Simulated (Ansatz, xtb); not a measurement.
## Relative energy of two isomers of C3H10N+

Structure a: `CC(C)[NH3+]`, a singlet. Structure b: `CCC[NH3+]`, a singlet. Both are isolated ions in the gas phase, relaxed with BLYP-D3(BJ)/def2-SVP; the shapes shown needn't be the lowest conformers.

a (Å):

| atom | x (Å) | y (Å) | z (Å) |
| --- | --- | --- | --- |
| C | -1.4079 | -1.6775 | 1.4715 |
| C | -0.3829 | -1.4281 | 0.3645 |
| C | -0.9288 | -1.5516 | -1.0586 |
| N | 0.1862 | 0.0105 | 0.5438 |
| H | -0.9710 | -1.5600 | 2.4834 |
| H | -2.2868 | -1.0078 | 1.3728 |
| H | -1.7739 | -2.7187 | 1.3907 |
| H | 0.5045 | -2.0781 | 0.5002 |
| H | -1.2801 | -2.5889 | -1.2170 |
| H | -0.1551 | -1.3456 | -1.8251 |
| H | -1.7951 | -0.8786 | -1.2236 |
| H | 0.6038 | 0.1453 | 1.4842 |
| H | 0.9155 | 0.2272 | -0.1619 |
| H | -0.5664 | 0.7185 | 0.4365 |

b (Å):

```yaml
atoms:
  - { symbol: C, position_ang: [-1.7123, 0.0853, 0.5124] }
  - { symbol: C, position_ang: [-0.4182, 0.7767, 0.9862] }
  - { symbol: C, position_ang: [0.7961, 0.2675, 0.2071] }
  - { symbol: N, position_ang: [2.0862, 0.9581, 0.6813] }
  - { symbol: H, position_ang: [-2.5773, 0.4661, 1.0865] }
  - { symbol: H, position_ang: [-1.9056, 0.2812, -0.5609] }
  - { symbol: H, position_ang: [-1.6629, -1.0115, 0.6623] }
  - { symbol: H, position_ang: [-0.5076, 1.8770, 0.8535] }
  - { symbol: H, position_ang: [-0.2659, 0.5897, 2.0716] }
  - { symbol: H, position_ang: [0.9640, -0.8174, 0.3467] }
  - { symbol: H, position_ang: [0.7213, 0.4763, -0.8771] }
  - { symbol: H, position_ang: [2.0282, 1.9879, 0.5577] }
  - { symbol: H, position_ang: [2.9251, 0.6287, 0.1663] }
  - { symbol: H, position_ang: [2.2536, 0.7878, 1.6923] }
```

Quicker runs give these differences E(b) − E(a): GFN2-xTB +0.243 eV; HF/STO-3G +0.156 eV (at GFN2-xTB geometries); r2SCAN-D4/def2-SVP +0.197 eV (at GFN2-xTB geometries).

**Question.** Estimate E(b) − E(a) at the level CCSD(T)/def2-SVP + ΔMP2/def2-TZVPP.

**Answer.** Calculated at CCSD(T)/def2-SVP + ΔMP2/def2-TZVPP: E(b) − E(a) = +0.171 eV, so structure a lies lower.

Level by level:

```csv
level,geometry,E(b) − E(a) (eV),departure from the last row (eV),"job, with rough time for the two"
GFN2-xTB,GFN2-xTB,+0.243,+0.072,"optimisation, 0.1 s"
HF/STO-3G,GFN2-xTB,+0.156,−0.014,"single point, 0.24 s"
r2SCAN-D4/def2-SVP,GFN2-xTB,+0.197,+0.026,"single point, 2.3 s"
BLYP-D3(BJ)/def2-SVP,BLYP-D3(BJ)/def2-SVP,+0.183,+0.012,"optimisation, 14 s"
HF/def2-SVP,BLYP-D3(BJ)/def2-SVP,+0.136,−0.034,part of the CCSD(T) run
MP2/def2-SVP,BLYP-D3(BJ)/def2-SVP,+0.182,+0.012,part of the CCSD(T) run
CCSD(T)/def2-SVP,BLYP-D3(BJ)/def2-SVP,+0.175,+0.004,single point
CCSD(T)/def2-SVP + ΔMP2/def2-TZVPP,BLYP-D3(BJ)/def2-SVP,+0.171,,"single point, 18 s"
```

As drawn, both hold the same kinds of bond in the same numbers. Structure a has 2 methyl groups, b 1.

The levels shown agree on the order. The largest departure from CCSD(T)/def2-SVP + ΔMP2/def2-TZVPP is that of GFN2-xTB, 0.072 eV. The last row adds to CCSD(T) the change of the MP2 difference between the two basis sets, here −0.004 eV.

With harmonic frequencies from BLYP-D3(BJ)/def2-SVP (ideal gas, rigid rotor, one conformer each, 298.15 K, 1 atm): the zero-point term adds +0.022 eV; ΔH is +0.195 and ΔG +0.182 eV.

The correlated steps freeze 4 core orbitals. Run with Ansatz 0.2.0, xtb 6.7.1; the last row on 2 threads of Intel(R) Xeon(R) Platinum 8375C CPU @ 2.90GHz (Ice Lake) on a shared host.
